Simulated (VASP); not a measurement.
# InP (F-43m) in VASP: a series of runs

The runs below take InP through relaxation of cell and atoms, with PBE.

Program: VASP 6.6.1. These are calculated values, not measurements. Logs are shortened: lines on timing, memory, paths and dates and some standing lists are left out, and cuts for length are marked.

## (1) The structure

It takes space group F-43m (No. 216, cubic). The conventional cell has a = 5.861 Å, b = 5.861 Å, c = 5.861 Å, α = 90.00°, β = 90.00°, γ = 90.00°. In (site symmetry -43m) has 4 P at 2.54 Å as nearest neighbours. P (site symmetry -43m) is surrounded by 4 In at 2.54 Å.

## (2) Relaxation of cell and atoms, PBE

File INCAR:

```
ALGO = Normal ; EDIFF = 1E-6
EDIFFG = -0.01 ; ENCUT = 600
GGA = PE ; IBRION = 2
ISIF = 3 ; ISMEAR = 0
LASPH = T ; LCHARG = F
LREAL = F ; LWAVE = F
NELM = 80 ; NSW = 90
PREC = Accurate ; SIGMA = 0.03
```

File KPOINTS:

```
k-points
0
Gamma
  8 8 8
```

File POSCAR:

```
InP
1.0
    0.0000000000      2.9305000000      2.9305000000
    2.9305000000      0.0000000000      2.9305000000
    2.9305000000      2.9305000000      0.0000000000
In P
1 1
Direct
    0.0000000000      0.0000000000      0.0000000000
    0.2500000000      0.2500000000      0.2500000000
```

Potentials or basis: VASP PAW PBE potentials, release 64 (In_d, P).

Launch:

```console
cat potpaw_PBE.64/In_d/POTCAR potpaw_PBE.64/P/POTCAR > POTCAR
mpirun -np 1 vasp_std > vasp.out
```

OUTCAR:

```text
EDIFF = 1E-6
   EDIFFG = -0.01
   ENCUT = 600
   GGA = PE
   IBRION = 2
   ISIF = 3
   ISMEAR = 0
   LASPH = T
   LREAL = F
   NELM = 80
   NSW = 90
   PREC = Accurate

 ion  position               nearest neighbor table
   1  0.000  0.000  0.000-   2 2.54   2 2.54   2 2.54   2 2.54
   2  0.250  0.250  0.250-   1 2.54   1 2.54   1 2.54   1 2.54

  LATTYP: Found a face centered cubic cell.
 ALAT       =     5.8610000000

  Lattice vectors:

 A1 = (   0.0000000000,   2.9305000000,   2.9305000000)
 A2 = (   2.9305000000,   0.0000000000,   2.9305000000)
 A3 = (   2.9305000000,   2.9305000000,   0.0000000000)

Analysis of symmetry for initial positions (statically):
=====================================================================
 Subroutine PRICEL returns:
 Original cell was already a primitive cell.

 Routine SETGRP: Setting up the symmetry group for a
 face centered cubic supercell.

 Subroutine GETGRP returns: Found 24 space group operations
 (whereof 24 operations were pure point group operations)
 out of a pool of 48 trial point group operations.

The static configuration has the point symmetry T_d .

Analysis of symmetry for dynamics (positions and initial velocities):
=====================================================================
 Subroutine PRICEL returns:
 Original cell was already a primitive cell.

 Routine SETGRP: Setting up the symmetry group for a
 face centered cubic supercell.

 Subroutine GETGRP returns: Found 24 space group operations
 (whereof 24 operations were pure point group operations)
 out of a pool of 48 trial point group operations.

The dynamic configuration has the point symmetry T_d .

 Subroutine INISYM returns: Found 24 space group operations
 (whereof 24 operations are pure point group operations),
 and found     1 'primitive' translations

----------------------------------------------------------------------------------------

                                     Primitive cell

  volume of cell :      50.3333

  direct lattice vectors                    reciprocal lattice vectors
     0.000000000  2.930500000  2.930500000    -0.170619348  0.170619348  0.170619348
     2.930500000  0.000000000  2.930500000     0.170619348 -0.170619348  0.170619348
     2.930500000  2.930500000  0.000000000     0.170619348  0.170619348 -0.170619348

  length of vectors
     4.144352845  4.144352845  4.144352845     0.295521380  0.295521380  0.295521380

  position of ions in fractional coordinates (direct lattice)
     0.000000000  0.000000000  0.000000000
     0.250000000  0.250000000  0.250000000

  ion indices of the primitive-cell ions
   primitive index   ion index
                 1           1
                 2           2

----------------------------------------------------------------------------------------

 KPOINTS: k-points

Automatic generation of k-mesh.
 Grid dimensions read from file:
 generate k-points for:    8    8    8

 Generating k-lattice:

  Cartesian coordinates                     Fractional coordinates (reciprocal lattice)
    -0.021327419  0.021327419  0.021327419     0.125000000  0.000000000  0.000000000
     0.021327419 -0.021327419  0.021327419     0.000000000  0.125000000  0.000000000
     0.021327419  0.021327419 -0.021327419     0.000000000  0.000000000  0.125000000

  Length of vectors
     0.036940172  0.036940172  0.036940172

  Shift w.r.t. Gamma in fractional coordinates (k-lattice)
     0.000000000  0.000000000  0.000000000

 Subroutine IBZKPT returns following result:
 ===========================================

 Found     29 irreducible k-points:

 Following reciprocal coordinates:
            Coordinates               Weight
  0.000000  0.000000  0.000000      1.000000
  0.125000  0.000000  0.000000      8.000000
  0.250000  0.000000  0.000000      8.000000
  0.375000  0.000000  0.000000      8.000000
  0.500000  0.000000  0.000000      4.000000
  0.125000  0.125000  0.000000      6.000000
[... 16 lines left out ...]
  0.500000  0.250000  0.125000     48.000000
 -0.375000  0.250000  0.125000     24.000000
 [... further k-points ...]
   k-points           NKPTS =     29   k-points in BZ     NKDIM =     29   number of bands    NBANDS=     13
   number of dos      NEDOS =    301   number of ions     NIONS =      2
   total plane-waves  NPLWV =  46656
   dimension x,y,z NGX =    36 NGY =   36 NGZ =   36
   dimension x,y,z NGXF=    72 NGYF=   72 NGZF=   72
   ions per type =               1   1
   NGX,Y,Z   is equivalent  to a cutoff of  14.44, 14.44, 14.44 a.u.
   NGXF,Y,Z  is equivalent  to a cutoff of  28.88, 28.88, 28.88 a.u.
 SYSTEM =  unknown system
   PREC   = accura    normal or accurate (medium, high low for compatibility)
   ISTART =      0    job   : 0-new  1-cont  2-samecut
   ICHARG =      2    charge: 1-file 2-atom 10-const
   ISPIN  =      1    spin polarized calculation?
   LNONCOLLINEAR =      F non collinear calculations
   LSORBIT =      F    spin-orbit coupling
   LASPH  =      T    aspherical Exc in radial PAW
   ENCUT  =  600.0 eV  44.10 Ry    6.64 a.u.   8.28  8.28  8.28*2*pi/ulx,y,z
   NELM   =     80;   NELMIN=  2; NELMDL= -5     # of ELM steps
   EDIFF  = 0.1E-05   stopping-criterion for ELM
   LREAL  =      F    real-space projection
   EDIFFG = -.1E-01   stopping-criterion for IOM
   NSW    =     90    number of steps for IOM
   IBRION =      2    ionic relax: 0-MD 1-quasi-New 2-CG
   NFREE  =      1    steps in history (QN), initial steepest desc. (CG)
   ISIF   =      3    stress and relaxation
   ISYM   =      2    0-nonsym 1-usesym 2-fastsym
   POTIM  = 0.5000    time-step for ionic-motion
   TEBEG  =    0.0;   TEEND  =   0.0 temperature during run
   PSTRESS=    0.0 pullay stress
   NELECT =      18.0000    total number of electrons
   NUPDOWN=      -1.0000    fix difference up-down
   EMIN   =  10.00;   EMAX   =-10.00  energy-range for DOS
   EFERMI =   0.00;   METHOD = LEGACY
   ISMEAR =     0;   SIGMA  =   0.03  broadening in eV -4-tet -1-fermi 0-gaus
   EFERMI_NEDOS =   21; number of points for ismear=-14 and -15
   IALGO  =     38    algorithm
   IMIX   =      4    mixing-type and parameters
     AMIX     =   0.40;   BMIX     =  1.00
     AMIX_MAG =   1.60;   BMIX_MAG =  1.00
  volume/ion in A,a.u.               =      25.17       169.83
  Fermi-wavevector in a.u.,A,eV,Ry     =   1.162021  2.195901 18.371846  1.350293
  Thomas-Fermi vector in A             =   2.298587
   LORBIT       =      0    0 simple, 1 ext, 2 COOP (PROOUT), +10 PAW based schemes
   GGA     = PE    functional components
   LHFCALC =     F    Hartree Fock is set to
   AEXX    =    0.0000 exact exchange contribution
   IVDW    =     0    specifies the selected vdW correction
   LEPSILON=     F    determine dielectric tensor
   LRPA    =     F    only Hartree local field effects (RPA)
 conjugate gradient relaxation of ions
 non-spin polarized calculation
 Gauss-broadening in eV      SIGMA  =   0.03
  energy-cutoff  :      600.00
  volume of cell :       50.33
 maximum number of plane-waves:      1700
 NGX is ok and might be reduce to    36
   NGX = 17   NGY = 17   NGZ = 17

--------------------------------------- Ionic step        1  -------------------------------------------

 number of electron      17.9999998 magnetization

 Free energy of the ion-electron system (eV)
  ---------------------------------------------------
  ext. energy  EPLUGINS =         0.00000000
  ---------------------------------------------------
  free energy    TOTEN  =        -8.38087440 eV

  energy without entropy =       -8.38087440  energy(sigma->0) =       -8.38087440

------------------------ aborting loop because EDIFF is reached ----------------------------------------

  FORCE on cell =-STRESS in cart. coord.  units (eV):
  Direction    XX          YY          ZZ          XY          YZ          ZX
  --------------------------------------------------------------------------------------
  -------------------------------------------------------------------------------------
  Total        1.0354820      1.0354820      1.0354820      0.0000000      0.0000000     -0.0000000
  in kB       32.9608154     32.9608154     32.9608154      0.0000000      0.0000000     -0.0000000
  external PRESSURE =      32.9608154 kB  Pullay stress =       0.0000000 kB

 VOLUME and BASIS-vectors are now :
 -----------------------------------------------------------------------------
  energy-cutoff  :      600.00
  volume of cell :       50.33
      direct lattice vectors                 reciprocal lattice vectors
     0.000000000  2.930500000  2.930500000    -0.170619348  0.170619348  0.170619348
     2.930500000  0.000000000  2.930500000     0.170619348 -0.170619348  0.170619348
     2.930500000  2.930500000  0.000000000     0.170619348  0.170619348 -0.170619348
[... 37 lines left out ...]
 POSITION                                       TOTAL-FORCE (eV/Angst)
 -----------------------------------------------------------------------------------
      6.00739      6.00739      6.00739         0.000000      0.000000      0.000000
      1.50185      1.50185      1.50185        -0.000000     -0.000000     -0.000000
 -----------------------------------------------------------------------------------
    total drift:                               -0.000000     -0.000000     -0.000000

  FREE ENERGIE OF THE ION-ELECTRON SYSTEM (eV)
  ---------------------------------------------------
  free  energy   TOTEN  =        -8.4001121190 eV

  energy  without entropy=       -8.4001121190  energy(sigma->0) =       -8.40011212

--------------------------------------- Ionic step        3  -------------------------------------------

 number of electron      17.9999999 magnetization

 Free energy of the ion-electron system (eV)
  ---------------------------------------------------
  ext. energy  EPLUGINS =         0.00000000
  ---------------------------------------------------
  free energy    TOTEN  =        -8.40596664 eV

  energy without entropy =       -8.40596664  energy(sigma->0) =       -8.40596664

 E-fermi :   4.8483     XC(G=0):  -9.0650

 val. band max:        4.6639307050   @ k =   0.0000   0.0000   0.0000
 cond. band min:       5.1060003420   @ k =   0.0000   0.0000   0.0000
 fundamental gap:      0.4420696371
 Fermi energy:         4.8482992802

 k-point     1 :       0.0000    0.0000    0.0000
  band No.  band energies     occupation
      1      -9.4336      2.00000
      2      -9.4336      2.00000
      3      -9.4336      2.00000
      4      -9.3048      2.00000
      5      -9.3048      2.00000
      6      -6.5266      2.00000
      7       4.6639      2.00000
      8       4.6639      2.00000
      9       4.6639      2.00000
     10       5.1060      0.00000
     11       8.7526      0.00000
     12       8.7526      0.00000
     13       8.7526      0.00000

 k-point     2 :       0.1250    0.0000    0.0000
  band No.  band energies     occupation
      1      -9.4487      2.00000
      2      -9.4273      2.00000
      3      -9.4273      2.00000
      4      -9.3047      2.00000
      5      -9.3047      2.00000
      6      -6.3619      2.00000
      7       3.1130      2.00000
      8       4.4931      2.00000
      9       4.4931      2.00000
     10       6.1229      0.00000
     11       8.8661      0.00000
[... 339 lines left out ...]
 k-point    24 :      -0.3750    0.2500    0.1250
  band No.  band energies     occupation
      1      -9.5435      2.00000
      2      -9.3925      2.00000
      3      -9.3758      2.00000
      4      -9.3089      2.00000
      5      -9.2937      2.00000
      6      -4.6699      2.00000
      7      -0.6603      2.00000
      8       2.1381      2.00000
      9       3.1519      2.00000
     10       7.6871      0.00000
     11       8.8720      0.00000
     12      10.4357      0.00000
     13      11.7401      0.00000

 [... further k-points ...]
[... 5 lines left out ...]
  --------------------------------------------------------------------------------------
  -------------------------------------------------------------------------------------
  Total        0.0038017      0.0038017      0.0038017     -0.0000000      0.0000000     -0.0000000
  in kB        0.1151800      0.1151800      0.1151800     -0.0000000      0.0000000     -0.0000000
  external PRESSURE =       0.1151800 kB  Pullay stress =       0.0000000 kB

 VOLUME and BASIS-vectors are now :
 -----------------------------------------------------------------------------
  energy-cutoff  :      600.00
  volume of cell :       52.88
      direct lattice vectors                 reciprocal lattice vectors
     0.000000000  2.979153822  2.979153822    -0.167832891  0.167832891  0.167832891
     2.979153822  0.000000000  2.979153822     0.167832891 -0.167832891  0.167832891
     2.979153822  2.979153822  0.000000000     0.167832891  0.167832891 -0.167832891

 POSITION                                       TOTAL-FORCE (eV/Angst)
 -----------------------------------------------------------------------------------
      0.00000      0.00000      0.00000        -0.000000     -0.000000     -0.000000
      1.48958      1.48958      1.48958         0.000000      0.000000      0.000000
 -----------------------------------------------------------------------------------
    total drift:                               -0.000000     -0.000000      0.000000

  FREE ENERGIE OF THE ION-ELECTRON SYSTEM (eV)
  ---------------------------------------------------
  free  energy   TOTEN  =        -8.4059666422 eV

  energy  without entropy=       -8.4059666422  energy(sigma->0) =       -8.40596664

 reached required accuracy - stopping structural energy minimisation
```

It took 24 s on 1 thread of Intel Xeon 6975P-C (Granite Rapids), shared host; peak memory 0.22 GiB.

Results:

```yaml
Free_energy: -8.4060 eV
Relaxed_volume: 26.44 Å³/atom
Relaxed_cell: a = 4.213 Å, b = 4.213 Å, c = 4.213 Å, α = 60.00°, β = 60.00°, γ = 60.00°
Space_group_after_relaxing_to_0.05_Å: F-43m (No. 216)
Energy_gained_by_relaxing: 12.5 meV/atom
Ionic_steps: 3
Pressure_after_relaxing: 0.0 GPa
Band_gap_on_the_k_mesh: 0.44 eV, direct
```

The path:
| step | energy change (eV) | largest force (eV/Å) | pressure (GPa) | volume (Å³) |
| --- | --- | --- | --- | --- |
| 1 | 0.0000 | 0.0000 | 3.30 | 50.33 |
| 2 | -0.0192 | 0.0000 | -1.39 | 54.20 |
| 3 | -0.0251 | 0.0000 | 0.01 | 52.88 |

Final structure:
```
In P
1.0
     0.00000    2.97915    2.97915
     2.97915    0.00000    2.97915
     2.97915    2.97915    0.00000
In P
1 1
Direct
  0.00000 0.00000 0.00000
  0.25000 0.25000 0.25000
```

Caveat: spin-orbit coupling is left out, which moves the levels of the heavy elements.

(Part 1 of 2 ends here.)
